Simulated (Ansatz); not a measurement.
**Structural energy differences of tellurium**

Theory: DFT, LDA (PW92), plane waves (420 eV) with PAW, scalar-relativistic in Ansatz. (PAW data from PBE, frozen cores regenerated.)

Each structure is relaxed within its own symmetry, so a high-lying one may be dynamically unstable. No dispersion correction is added.

Task: Rank these structures of tellurium by energy per atom, lowest first.
A. bcc
B. omega (AlB2-type)
C. fcc
D. diamond
E. trigonal tellurium
F. A15
G. simple cubic

Result: E (0 meV/atom), G (20 meV/atom), A (228 meV/atom), B (271 meV/atom), C (326 meV/atom), F (393 meV/atom), D (530 meV/atom).

| structure | ΔE (meV/atom) | V (Å³/atom) | cell | magnetic state |
| --- | --- | --- | --- | --- |
| trigonal tellurium | 0 | 31.46 | a = 4.297 Å, c = 5.904 Å (c/a = 1.374) | spin not included |
| simple cubic | 20 | 30.74 | a = 3.133 Å | spin not included |
| bcc | 228 | 26.62 | a = 3.762 Å | spin not included |
| omega (AlB2-type) | 271 | 27.06 | a = 5.392 Å, c = 3.224 Å (c/a = 0.598) | spin not included |
| fcc | 326 | 26.44 | a = 4.729 Å | spin not included |
| A15 | 393 | 27.18 | a = 6.013 Å | spin not included |
| diamond | 530 | 42.88 | a = 7.000 Å | spin not included |

ΔE counts from trigonal tellurium.

Differences under about 8 meV lie within the error of the k-point mesh.
